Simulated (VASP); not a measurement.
# BeS (F-43m) in VASP: further runs, part 2 of 2

VASP 6.6.1.

## (5) Band structure, TB-mBJ

POSCAR reads:

```
BeS
1.0
    0.0000000000      2.4250000000      2.4250000000
    2.4250000000      0.0000000000      2.4250000000
    2.4250000000      2.4250000000      0.0000000000
S Be
1 1
Direct
    0.7500000000      0.7500000000      0.7500000000
    0.0000000000      0.0000000000      0.0000000000
```

INCAR.step1 reads:

```
ALGO = Normal
EDIFF = 1E-5
ENCUT = 520
GGA = PE
ISIF = 2
ISMEAR = 0
LASPH = T
LCHARG = F
LREAL = F
LWAVE = T
NBANDS = 11
NELM = 60
PREC = Accurate
SIGMA = 0.02
```

INCAR.step2 reads:

```
ALGO = Normal
EDIFF = 1E-6
ENCUT = 520
ISIF = 2
ISMEAR = 0
ISTART = 1
LASPH = T
LCHARG = F
LREAL = F
LWAVE = F
METAGGA = MBJ
NBANDS = 11
NELM = 60
PREC = Accurate
SIGMA = 0.02
```

KPOINTS reads:

```
k-points
0
Gamma
  10 10 10
```

KPOINTS_OPT reads:

```
path GXWKGLUWLK,UX
20
line-mode
reciprocal
 0.0000000000  0.0000000000  0.0000000000  G
 0.5000000000  0.0000000000  0.5000000000  X

 0.5000000000  0.0000000000  0.5000000000  X
 0.5000000000  0.2500000000  0.7500000000  W

 0.5000000000  0.2500000000  0.7500000000  W
 0.3750000000  0.3750000000  0.7500000000  K

 0.3750000000  0.3750000000  0.7500000000  K
 0.0000000000  0.0000000000  0.0000000000  G

 0.0000000000  0.0000000000  0.0000000000  G
 0.5000000000  0.5000000000  0.5000000000  L

 0.5000000000  0.5000000000  0.5000000000  L
 0.6250000000  0.2500000000  0.6250000000  U

 0.6250000000  0.2500000000  0.6250000000  U
 0.5000000000  0.2500000000  0.7500000000  W

 0.5000000000  0.2500000000  0.7500000000  W
 0.5000000000  0.5000000000  0.5000000000  L

 0.5000000000  0.5000000000  0.5000000000  L
 0.3750000000  0.3750000000  0.7500000000  K

 0.6250000000  0.2500000000  0.6250000000  U
 0.5000000000  0.0000000000  0.5000000000  X
```

Potentials or basis: VASP PAW PBE potentials, release 64 (S, Be).

Started as:

```sh
$ cat potpaw_PBE.64/S/POTCAR potpaw_PBE.64/Be/POTCAR > POTCAR
$ cp INCAR.step1 INCAR
$ mpirun -np 1 vasp_std > vasp.out
$ cp INCAR.step2 INCAR
$ mpirun -np 1 vasp_std > vasp.out
```

OUTCAR:

```text
EDIFF = 1E-6
   ENCUT = 520
   ISIF = 2
   ISMEAR = 0
   ISTART = 1
   LASPH = T
   LREAL = F
   METAGGA = MBJ
   NELM = 60
   PREC = Accurate

 ion  position               nearest neighbor table
   1  0.750  0.750  0.750-   2 2.10   2 2.10   2 2.10   2 2.10
   2  0.000  0.000  0.000-   1 2.10   1 2.10   1 2.10   1 2.10

  LATTYP: Found a face centered cubic cell.
 ALAT       =     4.8500000000

  Lattice vectors:

 A1 = (   0.0000000000,   2.4250000000,   2.4250000000)
 A2 = (   2.4250000000,   0.0000000000,   2.4250000000)
 A3 = (   2.4250000000,   2.4250000000,   0.0000000000)

Analysis of symmetry for initial positions (statically):
=====================================================================
 Subroutine PRICEL returns:
 Original cell was already a primitive cell.

 Routine SETGRP: Setting up the symmetry group for a
 face centered cubic supercell.

 Subroutine GETGRP returns: Found 24 space group operations
 (whereof 24 operations were pure point group operations)
 out of a pool of 48 trial point group operations.

The static configuration has the point symmetry T_d .
[... 172 lines left out ...]
      1      -9.7586      2.00000
      2       3.7956      2.00000
      3       3.7956      2.00000
      4       3.7956      2.00000
      5      10.6549      0.00000
      6      10.6549      0.00000
      7      10.6549      0.00000
      8      11.0619      0.00000
      9      17.3975      0.00000
     10      17.3975      0.00000
     11      20.0231      0.00000
[... 309 lines left out ...]
 k-point    24 :       0.4000    0.3000    0.0000
  band No.  band energies     occupation
      1      -8.2285      2.00000
      2      -0.1165      2.00000
      3       1.5663      2.00000
      4       1.7978      2.00000
      5       9.0475      0.00000
      6      10.6895      0.00000
      7      15.1795      0.00000
      8      15.3125      0.00000
      9      18.8485      0.00000
     10      20.0384      0.00000
     11      22.2628      0.00000

 [... further k-points ...]

------------------------ aborting loop because EDIFF is reached ----------------------------------------

  FORCE on cell =-STRESS in cart. coord.  units (eV):
  Direction    XX          YY          ZZ          XY          YZ          ZX
  --------------------------------------------------------------------------------------
  -------------------------------------------------------------------------------------
  Total       -3.4962746     -3.4962746     -3.4962746     -0.0000000     -0.0000000      0.0000000
  in kB     -196.4042557   -196.4042557   -196.4042557     -0.0000000     -0.0000000      0.0000000
  external PRESSURE =    -196.4042557 kB  Pullay stress =       0.0000000 kB

 VOLUME and BASIS-vectors are now :
 -----------------------------------------------------------------------------
  energy-cutoff  :      520.00
  volume of cell :       28.52
      direct lattice vectors                 reciprocal lattice vectors
     0.000000000  2.425000000  2.425000000    -0.206185567  0.206185567  0.206185567
     2.425000000  0.000000000  2.425000000     0.206185567 -0.206185567  0.206185567
     2.425000000  2.425000000  0.000000000     0.206185567  0.206185567 -0.206185567

 POSITION                                       TOTAL-FORCE (eV/Angst)
 -----------------------------------------------------------------------------------
      3.63750      3.63750      3.63750         0.000000      0.000000      0.000000
      0.00000      0.00000      0.00000        -0.000000     -0.000000     -0.000000
 -----------------------------------------------------------------------------------
    total drift:                                0.000000      0.000000      0.000000

  FREE ENERGIE OF THE ION-ELECTRON SYSTEM (eV)
  ---------------------------------------------------
  free  energy   TOTEN  =        31.3896510541 eV

  energy  without entropy=       31.3896510541  energy(sigma->0) =       31.38965105
```

Wall time 74 s (1 thread of Intel Xeon Platinum 8559C (Emerald Rapids), shared host); peak memory 0.17 GiB.

Results:

```
Band gap on the k mesh  : 4.35 eV, indirect (least direct gap 6.78 eV)
Band gap along the path : 4.35 eV, indirect (least direct gap 6.78 eV)
```

Levels at the corners of the path, in eV from the valence-band top:
```
point  band 1  band 2  band 3  band 4  band 5  band 6  band 7  band 8
    Γ  -13.55    0.00    0.00    0.00    6.86    6.86    6.86    7.27
    X  -11.50   -4.75   -2.43   -2.43    4.35    5.92   14.44   14.44
    X  -11.50   -4.75   -2.43   -2.43    4.35    5.92   14.44   14.44
    W  -11.45   -4.05   -3.54   -2.99    7.45    9.12    9.82    9.94
    W  -11.45   -4.05   -3.54   -2.99    7.45    9.12    9.82    9.94
    K  -11.51   -4.31   -3.73   -2.01    5.51    8.51   11.92   12.58
    K  -11.51   -4.31   -3.73   -2.01    5.51    8.51   11.92   12.58
    Γ  -13.55    0.00    0.00    0.00    6.86    6.86    6.86    7.27
    Γ  -13.55    0.00    0.00    0.00    6.86    6.86    6.86    7.27
    L  -12.02   -5.41   -0.95   -0.95    6.57    7.71    7.71   12.72
    L  -12.02   -5.41   -0.95   -0.95    6.57    7.71    7.71   12.72
    U  -11.51   -4.31   -3.73   -2.01    5.51    8.51   11.92   12.58
    U  -11.51   -4.31   -3.73   -2.01    5.51    8.51   11.92   12.58
    W  -11.45   -4.05   -3.54   -2.99    7.45    9.12    9.82    9.94
    W  -11.45   -4.05   -3.54   -2.99    7.45    9.12    9.82    9.94
    L  -12.02   -5.41   -0.95   -0.95    6.57    7.71    7.71   12.72
    L  -12.02   -5.41   -0.95   -0.95    6.57    7.71    7.71   12.72
    K  -11.51   -4.31   -3.73   -2.01    5.51    8.51   11.92   12.58
    U  -11.51   -4.31   -3.73   -2.01    5.51    8.51   11.92   12.58
    X  -11.50   -4.75   -2.43   -2.43    4.35    5.92   14.44   14.44
```

Caveat: the PAW data sets were made with another functional, which shifts forces and pressure a little.

## (6) The runs side by side

```tsv
level	potentials or basis	gap on the mesh (eV)
LDA	VASP PAW LDA potentials, release 64 (S, Be)	2.90
PBE	VASP PAW PBE potentials, release 64 (S, Be)	3.11
PBEsol	VASP PAW PBE potentials, release 64 (S, Be)	2.93
TB-mBJ	VASP PAW PBE potentials, release 64 (S, Be)	4.35
```

Alike in all rows: task band structure; no spin polarisation; cell as given; k mesh 10 × 10 × 10; cutoff (eV) 520; smearing gaussian 0.02 eV.

Caveats: the PAW data sets were made with another functional, which shifts forces and pressure a little (some runs).

Total energies depend on the potentials used, so only differences within one code and one set of settings carry meaning.
